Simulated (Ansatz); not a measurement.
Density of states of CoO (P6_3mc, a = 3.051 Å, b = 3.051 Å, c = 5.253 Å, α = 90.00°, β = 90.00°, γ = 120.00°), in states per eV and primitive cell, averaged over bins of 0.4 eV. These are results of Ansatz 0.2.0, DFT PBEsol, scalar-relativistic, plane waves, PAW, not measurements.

Plane waves to 420 eV, a k mesh through Γ of 18×18×8 on the computed 4-atom cell and Gaussian smearing (0.10 eV); collinear spin from starting moments -2.08 2.08 0.16 -0.16 μB.

The cell is relaxed at this level. The states (both spins) are summed by tetrahedra on a 27×27×12 mesh at the self-consistent density. Energies are bin centres; the table starts no lower than −8 eV and ends at 6 eV, or lower where the solved bands end.

It is a metal at this level.

```
E − E_F (eV) total Co 3d down Co 3d up O 2p up O 2p down Co 4s up Co 4s down
       -7.65   3.11        0.25      0.25     1.09       1.09      0.18        0.18
       -7.25   5.31        0.46      0.46     1.88       1.88      0.26        0.26
       -6.85   1.80        0.20      0.20     0.63       0.63      0.05        0.05
       -6.45   6.44        0.85      0.85     2.27       2.27      0.05        0.05
       -6.05   7.38        1.04      1.04     2.56       2.56      0.05        0.05
       -5.65   3.95        0.43      0.43     1.50       1.50      0.02        0.02
       -5.25   2.02        0.21      0.21     0.79       0.79      0.00        0.00
       -4.85   0.00        0.00      0.00     0.00       0.00      0.00        0.00
       -4.45   0.00        0.00      0.00     0.00       0.00      0.00        0.00
       -4.05   0.00        0.00      0.00     0.00       0.00      0.00        0.00
       -3.65   0.00        0.00      0.00     0.00       0.00      0.00        0.00
       -3.25   0.00        0.00      0.00     0.00       0.00      0.00        0.00
       -2.85   1.87        0.85      0.85     0.06       0.06      0.00        0.00
       -2.45   5.60        2.57      2.57     0.15       0.15      0.01        0.01
       -2.05   6.18        2.81      2.81     0.21       0.21      0.01        0.01
       -1.65   3.87        1.62      1.62     0.25       0.25      0.01        0.01
       -1.25   3.93        1.62      1.62     0.27       0.27      0.01        0.01
       -0.85   4.98        2.17      2.16     0.26       0.26      0.01        0.01
       -0.45   4.05        1.74      1.74     0.20       0.20      0.02        0.02
       -0.05   6.37        2.59      2.59     0.51       0.51      0.01        0.01
        0.35   1.77        0.67      0.67     0.15       0.15      0.02        0.02
        0.75   3.56        1.35      1.35     0.30       0.30      0.04        0.04
        1.15   4.18        1.61      1.61     0.36       0.36      0.04        0.04
        1.55   3.06        1.09      1.09     0.35       0.35      0.04        0.04
        1.95   0.85        0.27      0.27     0.13       0.13      0.02        0.02
        2.35   0.31        0.03      0.03     0.04       0.04      0.06        0.06
        2.75   0.30        0.01      0.01     0.03       0.03      0.08        0.08
        3.15   0.32        0.01      0.01     0.03       0.03      0.09        0.09
        3.55   0.38        0.01      0.01     0.03       0.03      0.11        0.11
        3.95   0.44        0.01      0.01     0.03       0.03      0.13        0.13
        4.35   0.51        0.01      0.01     0.03       0.03      0.15        0.15
        4.75   0.60        0.01      0.01     0.04       0.04      0.17        0.17
        5.15   0.71        0.01      0.01     0.04       0.04      0.19        0.19
        5.55   0.91        0.02      0.02     0.04       0.04      0.21        0.21
```

The columns after the total are the main Löwdin projections on the occupied valence shells of the potentials; 2 others are left out. The rest of the total lies in those, in shells that are empty in the free atom, which aren't projected, and between the atoms.

Only this magnetic start was tried.

This wurtzite form isn't the usual stable structure of the compound.

Cost: 1 run of about 3.9 core-minutes, on Intel Xeon Platinum 8375C (Ice Lake) (shared hosts).